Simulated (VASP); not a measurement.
# ScAlN2 (I4_1/amd) in VASP: a series of runs

One crystal, ScAlN2, is run at these levels: PBE; tasks: single point.

Program: VASP 6.6.1. These are calculated values, not measurements. Logs are shortened: lines on timing, memory, paths and dates and some standing lists are left out, and cuts for length are marked.

## (1) The crystal as given

Symmetry: I4_1/amd, No. 141, tetragonal system. The conventional cell has a = 4.399 Å, b = 4.399 Å, c = 8.397 Å, α = 90.00°, β = 90.00°, γ = 90.00°. Around Sc (site symmetry -4m2) lie 6 N at 2.20 Å. Al (site symmetry -4m2) is surrounded by 6 N at 1.99 to 2.20 Å. N (site symmetry 2mm) is surrounded by 3 Al at 1.99 to 2.20 Å and 3 Sc at 2.20 Å.

The cell comes from a database or a generator and needn't be the stable form of this composition.

## (2) Single point, PBE

INCAR reads:

```
PREC     = Accurate       # precision mode
ENCUT    = 520            # plane-wave cutoff, eV
EDIFF    = 1E-7           # SCF threshold, eV
ISMEAR   = 0              # smearing method
SIGMA    = 0.05           # smearing width, eV
LREAL    = Auto         
LASPH    = True           # aspherical terms in the spheres
NELM     = 100            # most SCF steps
ALGO     = Normal         # electronic algorithm
ISIF     = 2              # what is computed and relaxed
LWAVE    = False          # write WAVECAR
LCHARG   = False          # write CHGCAR
GGA      = PE             # functional
ADDGRID  = False
```

KPOINTS reads:

```
regular mesh
0
Gamma
  6 6 6
```

POSCAR reads:

```
ScAlN2
1.0
   -2.1994840000      2.1994840000      4.1986215000
    2.1994840000     -2.1994840000      4.1986215000
    2.1994840000      2.1994840000     -4.1986215000
Sc Al N
2 2 4
Direct
    0.0000000000      0.0000000000      0.0000000000
    0.7500000000      0.2500000000      0.5000000000
    0.5000000000      0.5000000000      0.0000000000
    0.2500000000      0.7500000000      0.5000000000
    0.7375140000      0.7375140000      0.0000000000
    0.0124860000      0.5124860000      0.5000000000
    0.2624860000      0.2624860000      0.0000000000
    0.4875140000      0.9875140000      0.5000000000
```

Potentials or basis: VASP PAW PBE potentials, release 64 (Sc_sv, Al, N).

Started as:

```console
$ cat potpaw_PBE.64/Sc_sv/POTCAR potpaw_PBE.64/Al/POTCAR potpaw_PBE.64/N/POTCAR > POTCAR
$ mpirun -np 1 vasp_std > vasp.out
```

OUTCAR:

```text
PREC = Accurate
   ENCUT = 520
   EDIFF = 1E-7
   ISMEAR = 0
   LREAL = Auto
   LASPH = True
   NELM = 100
   ISIF = 2
   GGA = PE

 Found     30 irreducible k-points:

 Following reciprocal coordinates:
            Coordinates               Weight
  0.000000  0.000000  0.000000      1.000000
  0.166667  0.000000 -0.000000      8.000000
  0.333333  0.000000  0.000000      8.000000
  0.500000 -0.000000  0.000000      4.000000
  0.166667  0.166667  0.000000      8.000000
  0.333333  0.166667 -0.000000     16.000000
   k-points           NKPTS =     30   k-points in BZ     NKDIM =     30   number of bands    NBANDS=     29
   number of dos      NEDOS =    301   number of ions     NIONS =      8
   total plane-waves  NPLWV =  64000
   dimension x,y,z NGX =    40 NGY =   40 NGZ =   40
   dimension x,y,z NGXF=    80 NGYF=   80 NGZF=   80
   ions per type =               2   2   4
   NGX,Y,Z   is equivalent  to a cutoff of  12.73, 12.73, 12.73 a.u.
   NGXF,Y,Z  is equivalent  to a cutoff of  25.45, 25.45, 25.45 a.u.
 SYSTEM =  unknown system
   PREC   = accura    normal or accurate (medium, high low for compatibility)
   ISTART =      0    job   : 0-new  1-cont  2-samecut
   ICHARG =      2    charge: 1-file 2-atom 10-const
   ISPIN  =      1    spin polarized calculation?
   LNONCOLLINEAR =      F non collinear calculations
   LSORBIT =      F    spin-orbit coupling
   LASPH  =      T    aspherical Exc in radial PAW
   ENCUT  =  520.0 eV  38.22 Ry    6.18 a.u.   9.72  9.72  9.72*2*pi/ulx,y,z
   NELM   =    100;   NELMIN=  2; NELMDL= -5     # of ELM steps
   EDIFF  = 0.1E-06   stopping-criterion for ELM
   LREAL  =      T    real-space projection
   EDIFFG = 0.1E-05   stopping-criterion for IOM
   NSW    =      0    number of steps for IOM
   IBRION =     -1    ionic relax: 0-MD 1-quasi-New 2-CG
   NFREE  =      0    steps in history (QN), initial steepest desc. (CG)
   ISIF   =      2    stress and relaxation
   ISYM   =      2    0-nonsym 1-usesym 2-fastsym
   POTIM  = 0.5000    time-step for ionic-motion
   TEBEG  =    0.0;   TEEND  =   0.0 temperature during run
   PSTRESS=    0.0 pullay stress
   NELECT =      48.0000    total number of electrons
   NUPDOWN=      -1.0000    fix difference up-down
   EMIN   =  10.00;   EMAX   =-10.00  energy-range for DOS
   EFERMI =   0.00;   METHOD = LEGACY
   ISMEAR =     0;   SIGMA  =   0.05  broadening in eV -4-tet -1-fermi 0-gaus
   EFERMI_NEDOS =   21; number of points for ismear=-14 and -15
   IALGO  =     38    algorithm
   IMIX   =      4    mixing-type and parameters
     AMIX     =   0.40;   BMIX     =  1.00
     AMIX_MAG =   1.60;   BMIX_MAG =  1.00
  volume/ion in A,a.u.               =      10.16        68.54
  Fermi-wavevector in a.u.,A,eV,Ry     =   1.373681  2.595880 25.674176  1.886999
  Thomas-Fermi vector in A             =   2.499176
   LORBIT       =      0    0 simple, 1 ext, 2 COOP (PROOUT), +10 PAW based schemes
   GGA     = PE    functional components
   LHFCALC =     F    Hartree Fock is set to
   AEXX    =    0.0000 exact exchange contribution
   IVDW    =     0    specifies the selected vdW correction
   LEPSILON=     F    determine dielectric tensor
   LRPA    =     F    only Hartree local field effects (RPA)
 non-spin polarized calculation
 Gauss-broadening in eV      SIGMA  =   0.05
  energy-cutoff  :      520.00
  volume of cell :       81.25
 maximum number of plane-waves:      2224
   NGX = 19   NGY = 19   NGZ = 19

 number of electron      48.0000001 magnetization

 Free energy of the ion-electron system (eV)
  ---------------------------------------------------
  ext. energy  EPLUGINS =         0.00000000
  ---------------------------------------------------
  free energy    TOTEN  =       -64.85257565 eV

  energy without entropy =      -64.85257565  energy(sigma->0) =      -64.85257565

 E-fermi :   7.4706     XC(G=0): -11.9277

 val. band max:        7.2621468877   @ k =   0.0000   0.0000   0.0000
 cond. band min:       8.2175182641   @ k =   0.5000   0.5000   0.5000
 fundamental gap:      0.9553713764
 Fermi energy:         7.4706261735

 k-point     1 :       0.0000    0.0000    0.0000
  band No.  band energies     occupation
      1     -40.9220      2.00000
      2     -40.8158      2.00000
      3     -19.8249      2.00000
      4     -19.6717      2.00000
      5     -19.6717      2.00000
      6     -19.5144      2.00000
[... 21 lines left out ...]
     28      11.0355      0.00000
     29      11.1423      0.00000

 k-point     2 :       0.1667    0.0000   -0.0000
  band No.  band energies     occupation
      1     -40.9166      2.00000
      2     -40.8209      2.00000
      3     -19.8273      2.00000
      4     -19.7012      2.00000
      5     -19.6790      2.00000
      6     -19.5158      2.00000
[... 21 lines left out ...]
     28      11.3179      0.00000
     29      11.5006      0.00000

 k-point     3 :       0.3333    0.0000    0.0000
  band No.  band energies     occupation
      1     -40.9035      2.00000
      2     -40.8334      2.00000
      3     -19.8342      2.00000
      4     -19.7556      2.00000
      5     -19.6917      2.00000
      6     -19.5097      2.00000
[... 21 lines left out ...]
     28      11.7231      0.00000
     29      11.9665      0.00000

 k-point     4 :       0.5000   -0.0000    0.0000
  band No.  band energies     occupation
      1     -40.8948      2.00000
      2     -40.8418      2.00000
      3     -19.8372      2.00000
      4     -19.7832      2.00000
      5     -19.6974      2.00000
      6     -19.5008      2.00000
[... 21 lines left out ...]
     28      11.7492      0.00000
     29      11.8339      0.00000

 k-point     5 :       0.1667    0.1667    0.0000
  band No.  band energies     occupation
      1     -40.9084      2.00000
      2     -40.8288      2.00000
      3     -19.8204      2.00000
      4     -19.7407      2.00000
      5     -19.6847      2.00000
      6     -19.5256      2.00000
[... 21 lines left out ...]
     28      11.3224      0.00000
     29      11.9624      0.00000

 k-point     6 :       0.3333    0.1667   -0.0000
  band No.  band energies     occupation
      1     -40.8948      2.00000
      2     -40.8418      2.00000
      3     -19.8282      2.00000
      4     -19.7904      2.00000
      5     -19.6882      2.00000
      6     -19.5394      2.00000
[... 21 lines left out ...]
     28      11.6309      0.00000
     29      12.0824      0.00000

 [... further k-points ...]

------------------------ aborting loop because EDIFF is reached ----------------------------------------

  FORCE on cell =-STRESS in cart. coord.  units (eV):
  Direction    XX          YY          ZZ          XY          YZ          ZX
  --------------------------------------------------------------------------------------
  -------------------------------------------------------------------------------------
  Total        0.0098115      0.0098115      0.0069127      0.0000000      0.0000000      0.0000000
  in kB        0.1934815      0.1934815      0.1363178      0.0000000      0.0000000      0.0000000
  external PRESSURE =       0.1744269 kB  Pullay stress =       0.0000000 kB

 VOLUME and BASIS-vectors are now :
 -----------------------------------------------------------------------------
  energy-cutoff  :      520.00
  volume of cell :       81.25
      direct lattice vectors                 reciprocal lattice vectors
    -2.199484000  2.199484000  4.198621500     0.000000000  0.227326046  0.119086705
     2.199484000 -2.199484000  4.198621500     0.227326046  0.000000000  0.119086705
     2.199484000  2.199484000 -4.198621500     0.227326046  0.227326046  0.000000000

 POSITION                                       TOTAL-FORCE (eV/Angst)
 -----------------------------------------------------------------------------------
      0.00000      0.00000      0.00000         0.000000      0.000000     -0.000000
      0.00000      2.19948      2.09931         0.000000      0.000000     -0.000000
      0.00000      0.00000      4.19862         0.000000      0.000000     -0.000000
      2.19948      0.00000      2.09931         0.000000      0.000000     -0.000000
      0.00000      0.00000      6.19308        -0.000000      0.000000      0.002718
      2.19948      0.00000      0.10485         0.000000     -0.000000     -0.002718
      0.00000      0.00000      2.20416        -0.000000      0.000000     -0.002718
      2.19948      0.00000      4.09377         0.000000     -0.000000      0.002718
 -----------------------------------------------------------------------------------
    total drift:                               -0.000000      0.000000     -0.000000

  FREE ENERGIE OF THE ION-ELECTRON SYSTEM (eV)
  ---------------------------------------------------
  free  energy   TOTEN  =       -64.8525756522 eV

  energy  without entropy=      -64.8525756522  energy(sigma->0) =      -64.85257565
```

Run time: 3 min. Hardware: 1 thread of AMD EPYC 7R13 (Zen 3), shared host; peak memory 0.23 GiB.

These settings aren't checked as converged: the numbers below hold their error.

Results:

| Item | Value |
| --- | --- |
| Free energy | -64.8526 eV |
| Pressure | 0.0 GPa |
| Band gap on the k mesh | 0.96 eV, indirect (least direct gap 1.05 eV) |

## (3) Single point, PBE

INCAR, as its differences from that of step 2:

```diff
@@ -1,3 +1,3 @@
 PREC     = Accurate       # precision mode
-ENCUT    = 520            # plane-wave cutoff, eV
+ENCUT    = 460            # plane-wave cutoff, eV
 EDIFF    = 1E-7           # SCF threshold, eV
@@ -5,3 +5,3 @@
 SIGMA    = 0.05           # smearing width, eV
-LREAL    = Auto         
+LREAL    = False          # projectors in reciprocal space
 LASPH    = True           # aspherical terms in the spheres
```

KPOINTS reads:

```
regular mesh
0
Gamma
  7 7 7
```

POSCAR is that of step 2.

Potentials or basis: VASP PAW PBE potentials, release 64 (Sc_sv, Al, N).

Started as:

```console
$ cat potpaw_PBE.64/Sc_sv/POTCAR potpaw_PBE.64/Al/POTCAR potpaw_PBE.64/N/POTCAR > POTCAR
$ mpirun -np 1 vasp_std > vasp.out
```

Wall time 2.1 min (1 thread of AMD EPYC 7R13 (Zen 3), shared host); peak memory 0.23 GiB.

The run converged, but some of its settings lie outside the range that counts as converged, so its numbers aren't taken as properties of the crystal.

Results:

```yaml
Free_energy: -64.8610 eV
Pressure: -0.6 GPa
Largest_force: 0.004 eV/Å
Band_gap_on_the_k_mesh: 1.04 eV, indirect (least direct gap 1.05 eV)
```

Caveat: the cutoff is under 1.25 times the usual one of these potentials, so pressure, stress and relaxed cells hold a basis-set (Pulay) error; an odd mesh through Γ misses points on the zone boundary, where band edges often lie.

## (4) Single point, PBE

INCAR reads:

```
SYSTEM = ScAlN2
PREC = Accurate ; ENCUT = 520
EDIFF = 1E-7 ; ISMEAR = 0
SIGMA = 0.05 ; LREAL = .False.
LASPH = .True. ; NELM = 100
ALGO = Normal ; ISIF = 2
LWAVE = .False. ; LCHARG = .False.
GGA = PE ; NBANDS = 34
ADDGRID = .False.
```

KPOINTS reads:

```
regular mesh
0
Gamma
  5 5 5
  0 0 0
```

POSCAR is that of step 3.

Started as:

```console
$ cat potpaw_PBE.64/Sc_sv/POTCAR potpaw_PBE.64/Al/POTCAR potpaw_PBE.64/N/POTCAR > POTCAR
$ mpirun -np 1 vasp_std > vasp.out
```

It took 34 s on 1 thread of Intel Xeon 6975P-C (Granite Rapids), shared host; peak memory 0.25 GiB.

These settings aren't checked as converged: the numbers below hold their error.

What came out:

```yaml
Free_energy: -64.8501 eV
Pressure: 0.0 GPa
Band_gap_on_the_k_mesh: 1.05 eV, direct
```

Caveat: an odd mesh through Γ misses points on the zone boundary, where band edges often lie.

## (5) Single point, PBE

INCAR, as its differences from that of step 4:

```diff
@@ -1,3 +1,3 @@
 SYSTEM = ScAlN2
-PREC = Accurate ; ENCUT = 520
+PREC = Accurate ; ENCUT = 650
 EDIFF = 1E-7 ; ISMEAR = 0
```

KPOINTS reads:

```
regular mesh
0
Gamma
  6 6 6
  0 0 0
```

POSCAR is that of step 4.

Started as:

```console
$ cat potpaw_PBE.64/Sc_sv/POTCAR potpaw_PBE.64/Al/POTCAR potpaw_PBE.64/N/POTCAR > POTCAR
$ mpirun -np 1 vasp_std > vasp.out
```

It took 89 s on 1 thread of Intel Xeon 6975P-C (Granite Rapids), shared host; peak memory 0.37 GiB.

These settings aren't checked as converged: the numbers below hold their error.

What came out:

* Free energy: -64.8656 eV
* Pressure: -0.1 GPa
* Band gap on the k mesh: 0.96 eV, indirect (least direct gap 1.05 eV)
